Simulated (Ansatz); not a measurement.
# Al (Im-3m) in Ansatz: notebook

Runs on Al. Level: LDA. Tasks: phonons, elastic constants.

All numbers are computed with Ansatz 0.2.0; they aren't measurements. Logs are shortened: lines on timing, memory, paths and dates and some standing lists are left out, and cuts for length are marked.

## 1. The crystal as given

Symmetry: Im-3m, No. 229, cubic system. The conventional cell has a = 3.182 Å, b = 3.182 Å, c = 3.182 Å, α = 90.00°, β = 90.00°, γ = 90.00°. Al (site symmetry m-3m) has 8 Al at 2.76 Å as nearest neighbours.

This isn't the form of Al at room conditions, which is fcc.

## 2. Phonons, LDA

input.yaml reads:

```yaml
crystal:
  lattice:
    - [-1.59121869, 1.59121869, 1.59121869]
    - [1.59121869, -1.59121869, 1.59121869]
    - [1.59121869, 1.59121869, -1.59121869]
  atoms:
    - { symbol: Al, position: [0.0, 0.0, 0.0] }
hamiltonian:
  xc: lda
  pseudopotentials: { kind: paw }
kpoints:
  mp_grid: { grid: [9, 9, 9] }
scf:
  occupations: { method: fermi_dirac, width: 0.05 }
phonons:
  method: dfpt
```

Potentials or basis: Ansatz PAW.

Started as:

```
$ ansatz run input.yaml --threads 2 --pin off --max-ram 5632MiB --backend cpu --events-out ev --progress --plain --runs-dir out
```

The log of the run:

```text
Warning: RAYON_NUM_THREADS=2 ignored (pool sized by the plan → 2); use --threads N
Engine: ansatz 0.2.0, aarch64-unknown-linux-gnu
Pseudopotentials: kind: paw
Pseudopotential: Al, paw, valence charge 3, recommended cutoff 420 eV (normal), Al.paw.azcp
Functional definition: SPW92
  exchange = slater_x
  correlation = pw_c
Crystal: 1 atoms, lattice volume = 16.116 Å³
Basis set: ecut = 420 eV, 321 PW (Γ), exchange–correlation on 40×40×40 points (8 copies of the dense FFT grid, shifted against one another)
Bands: 6, of which v1, the nominal top of the filled ones, is band 2 counted from 1 (1 counted from 0)
Symmetry: 48 space group operations
k-points: 75 of 729 (irreducible under 8 space group operations, time reversal used)
Non-local potential: Al, projectors of the file, l = 0: 2, l = 1: 2, l = 2: 1
PAW form: soft (Blöchl's): semilocal exchange-correlation on the pseudo side does not see the compensation charge
PAW frozen core: Al, regenerated for the run's functional, and the local potential with it (the file was generated under x = pbe(κ = 0.804, μ = 0.2195149727645171), c = pbe(β = 0.06672455060314922))
PAW one-centre angular grid: Al, 110 points (default); XC on 64 Gauss nodes
Initial density: superposition of atomic densities (neutral atoms: chi_scale 0, normalization atom), corrected by the library's trained network
Initial wavefunctions: pseudopotential atomic-orbital guess
Functional: x = slater, c = lda
SCF iter   1: F=—  HF=-512.774114 eV  |F-HF|=—  |Δ(HF+E_count)|=         —  Δρ=2.99e-3  dr2=1.38e-3  ethr=1.77e-3  ⟨swp⟩=4.8  Hψ=4116  notcnv=0
preconditioner: auto → none  [insulator: Δε(μ)=0.285 eV  Ē_g=13.337 eV  σ=0.050 eV  W_gap=0.89  n_scr=0 (ndim 8)  ℏωp=16.0 eV  f_vac=0.000  D(μ)=0.28/eV (n_scr^D=0)  ε∞_Penn≈2.4]
SCF iter   2: F=—  HF=-512.773656 eV  |F-HF|=—  |Δ(HF+E_count)|=   4.58e-4  Δρ=1.35e-3  dr2=2.72e-4  ethr=4.59e-5  ⟨swp⟩=1.0  Hψ=1050  notcnv=0
SCF iter   3: F=—  HF=-512.773550 eV  |F-HF|=—  |Δ(HF+E_count)|=   1.07e-4  Δρ=3.12e-5  dr2=5.78e-8  ethr=9.06e-6  ⟨swp⟩=2.0  Hψ=512  notcnv=0  defer=1
SCF iter   4: F=—  HF=-512.773550 eV  |F-HF|=—  |Δ(HF+E_count)|=   1.88e-7  Δρ=3.71e-6  dr2=4.80e-10  ethr=1.93e-9  ⟨swp⟩=1.2  Hψ=434  notcnv=0  defer=1
iter 5 did not close the SCF: its close was put off for the readings that it lacked (scf_convergence_deferred on its scf_iter line)
SCF iter   5: F=-512.773550 eV  HF=-512.773550 eV  |F-HF|=0.00e0  |Δ(HF+E_count)|=  7.40e-10  Δρ=1.04e-7  dr2=7.80e-13  ethr=1.60e-11  ⟨swp⟩=2.2  Hψ=524  notcnv=0  defer=1
SCF iter   6: F=-512.773550 eV  HF=-512.773550 eV  |F-HF|=0.00e0  |Δ(HF+E_count)|=  2.27e-13  Δρ=1.24e-8  dr2=1.56e-14  ethr=1.00e-12  ⟨swp⟩=4.1  Hψ=1682  notcnv=0
SCF 1 converged in 6 iterations: F = -512.773550 eV  dr2 = 1.56e-14
DFPT response loops at Γ: preconditioner auto → Kerker (q_TF=auto, 2.062 Å⁻¹) (partly filled bands, converged f_vac=0.000); β = 1.00, the filter's whole step (`scf.mixing.beta` (0.50) is not read by the response loops under this deck's `scf.mixing.preconditioner`; to damp them name `kerker` or `kerker_dos`, under which they read `scf.mixing.beta`, and type it under 1.00, their step now; both keys bind the ground state too); Broyden in place of MSR1
SCF converged after 6 iterations
Free energy (F): -512.773550 eV
Harris-Foulkes:  -512.773550 eV  (|F-HF|=0.00e0)
Internal energy: -512.770602 eV  (E = F + TS)
E sigma→0 (E₀):  -512.772076 eV
Entropy (-TS):   -0.002948 eV (-2.948 meV/atom)
Fermi energy:    8.020116 eV
--- Per-component energies (eV) ---
  E_band       = 10.618594
  E_kinetic    = 23.134803
  E_local      = 9.657041  (includes V_loc(G=0)·N_el)
  E_nonlocal   = 11.193181
  E_hartree    = 0.065127
  E_xc         = -39.487493
  E_vxc        = -29.472885  (∫ρ·V_xc dr)
  E_paw        = -443.289631  (= ΣΔE_a)
  E_vpaw       = -4.023797  (= ΣTr[D̂ρ^β])
  E_aug_tail   = -0.000004  (compensation charges beyond the density's cutoff)
  E_ewald      = -74.099344
  E_core_change = 0.055717  (= ΣΔE_core)
  E_smearing   = -0.002948  (= −TS)
  E_closure    = 0.000000  (closes the sum)
  Σ components = -512.773550   (vs F -512.773550, Δ=0.00e0)
--- Band table (eV; the first three rows and the last of 75) ---
  k-point 0: bands = ["-3.2731", "21.1794", "21.1794", "21.1794", "22.7554", "22.7554"]
  k-point 1: bands = ["-2.9134", "17.9860", "19.5703", "20.0392", "21.5876", "22.6696"]
  k-point 2: bands = ["-1.8398", "13.4169", "17.9309", "18.3056", "19.9517", "21.2312"]
  k-point 74: bands = ["7.7317", "10.0257", "10.0257", "11.1635", "12.4681", "14.7430"]
--- Phonons (Γ-DFPT): 1 representative perturbation + reference, on 75 of 729 k-points (Σ response iterations 3) ---
  k mesh reduced under 8 symmetry operations, with k and −k counted as one. Each operation leaves every solved perturbation unchanged. A smaller set is not used because it would not reduce the number of displacements times k-points to solve
  ASR residual: 8.861e-6 → 0.000e0 eV/Å²; symmetrization residual: 3.388e-21 eV/Å²
  ASR residual per site (eV/Å²): 8.86e-6
  Γ frequencies (cm⁻¹): 0.00 0.00 0.00
  non-analytic LO–TO correction: not included (Born effective charges unavailable; polar crystals: no LO–TO splitting at Γ)
```

It took 0.81 s on 2 threads of Arm Neoverse V2, shared host; peak memory 0.28 GiB.

What came out:

| Item | Value |
| --- | --- |
| Free energy | -512.7735 eV |
| Band gap on the k mesh | none (metal or under the smearing width) |

Levels at points of the mesh, in eV from the Fermi level:
```
           k point  band 1  band 2  band 3  band 4  band 5  band 6
(0.00, 0.00, 0.00)  -11.29   13.16   13.16   13.16   14.74   14.74
```

Caveat: the PAW data sets come from PBE, with cores solved anew for the run's functional, which leaves a small shift of forces and pressure.

## 3. Elastic constants, LDA

Edit input.yaml of step 2 so:

```diff
@@ -14,3 +14,7 @@
   occupations: { method: fermi_dirac, width: 0.05 }
-phonons:
-  method: dfpt
+output:
+  forces: true
+  stress: true
+elastic:
+  mode: relaxed_ion
+  stencil: two_point
```

Potentials or basis: Ansatz PAW.

Started as:

```
$ ansatz run input.yaml --threads 2 --pin off --max-ram 5632MiB --backend cpu --events-out ev --progress --plain --runs-dir out
```

It took 1.6 s on 2 threads of Arm Neoverse V2, shared host; peak memory 0.26 GiB.

It converged, with:

| Property | Result |
| --- | --- |
| Free energy | -512.7735 eV |
| Pressure | 0.5 GPa |
| Band gap on the k mesh | none (metal or under the smearing width) |
| Elastic constants C11, C12, C44 | 77, 79, 83 GPa |
| Voigt bulk modulus | 78 GPa |

Levels at points of the mesh, in eV from the Fermi level:
```tsv
k point	band 1	band 2	band 3	band 4	band 5
(0.00, 0.00, 0.00)	-11.29	13.16	13.16	13.16	14.74
```

Elastic tensor in Voigt notation (GPa, in the Cartesian axes of the cell as first typed):
```
77 79 79  0  0  0
79 77 79  0  0  0
79 79 77  0  0  0
 0  0  0 83  0  0
 0  0  0  0 83  0
 0  0  0  0  0 83
```

Caveat: the elastic tensor has a negative eigenvalue, so either the cell is unstable as it stands or the mesh is too thin; the PAW data sets come from PBE, with cores solved anew for the run's functional, which leaves a small shift of forces and pressure.
